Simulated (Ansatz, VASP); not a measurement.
# One calculation of Sr, two programs

```
Sr
1.0
     0.00000    4.60460    4.60460
     4.60460    0.00000    4.60460
     4.60460    4.60460    0.00000
Sr
2
Direct
  0.12500 0.12500 0.12500
  0.87500 0.87500 0.87500
```

The cell was built by a generator and needn't be a form met in nature.

Alike in both runs: functional LDA; k mesh 7 × 7 × 7; occupations fermi-dirac, width 0.1 eV; no spin polarisation.

Ansatz relaxed the structure, and its values are those at the end. VASP's run is a single point on that final structure, the one shown.

```csv
,VASP,Ansatz
version,VASP 6.6.1,Ansatz 0.2.0
potentials or method,"VASP PAW LDA potentials, release 64 (Sr_sv)","plane waves (420 eV) with PAW, scalar-relativistic"
plane-wave cutoff (eV),520,420
valence electrons in the cell,20,20
```

```csv
,VASP,Ansatz,Ansatz less VASP
pressure (GPa),0.0,0.0,+0.01
```

Ansatz warned: «pseudo_functional_mismatch».
